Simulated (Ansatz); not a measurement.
# Moving the functional in FeO

Symmetry: Fm-3m, No. 225, cubic system. Conventional cell: a = 4.311 Å, b = 4.311 Å, c = 4.311 Å, α = 90.00°, β = 90.00°, γ = 90.00°. Around Fe (site symmetry m-3m) lie 6 O at 2.16 Å. O (site symmetry m-3m) is surrounded by 6 Fe at 2.16 Å.

Kept alike: task band structure; k mesh 11 × 11 × 11; occupations fermi-dirac, width 0.05 eV; collinear spin, ferromagnetic start. Program: Ansatz, all-electron LAPW, scalar-relativistic. The mesh is that of the run's cell of 2 atoms. No spin-orbit coupling.

| functional | pressure (GPa) | largest site moment (μB) |
| --- | --- | --- |
| LDA | -15.61 | 3.59 |
| PBE | -0.28 | 3.62 |
| PBEsol | -8.58 | 3.62 |

Pressure is positive in compression. For a metal such a mesh leaves the last digits unconverged. The measured crystal is an antiferromagnetic insulator; a metallic or parallel state is the runs' own. The runs hold the magnetic state that their start led to, which needn't be the lowest. Site moments count inside each atom's sphere or projector.

What does the functional change here?

The pressure runs from -15.61 (LDA) to -0.28 GPa (PBE). From PBE: LDA -15.33; PBEsol -8.30. The largest site moment runs from 3.59 (LDA) to 3.62 μB (PBE; PBEsol). From PBE: LDA -0.03; PBEsol +0.00.
